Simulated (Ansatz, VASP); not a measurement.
PbSe in VASP and in Ansatz

```
Pb Se
1.0
     3.78432    0.00000    0.00000
     0.00000    3.78432    0.00000
     0.00000    0.00000    3.78432
Pb Se
1 1
Cartesian
  0.0000 0.0000 0.0000
  1.8922 1.8922 1.8922
```

Measurements of this composition are mostly on another form, of space group No. 225.

Alike in both runs: task single point; functional r2SCAN; k mesh 7 × 7 × 7; occupations fermi-dirac, width 0.05 eV; no spin polarisation.

```csv
,VASP,Ansatz
version,VASP 6.6.1,Ansatz 0.2.0
potentials or method,"VASP PAW PBE potentials, release 64 (Pb_d, Se)",Ansatz PAW
plane-wave cutoff (eV),520,500
valence electrons in the cell,20,30
```

```tsv
	VASP	Ansatz	Ansatz less VASP
gap on the k mesh at the Fermi level (eV)	0.08	0.08	-0.002
least direct gap on the mesh (eV)	1.33	1.34	+0.007
pressure (GPa)	-0.7	-0.7	-0.02
```

The two sets of potentials don't hold the same shells in valence.

Caveats: the PAW data sets were made with another functional, which shifts forces and pressure a little (VASP); spin-orbit coupling is left out, which as a rule narrows the gap of such compounds by several tenths of an eV (VASP); an odd mesh through Γ misses points on the zone boundary, where band edges often lie (VASP); the PAW data sets come from PBE, with cores solved anew for the run's functional, which leaves a small shift of forces and pressure (Ansatz).
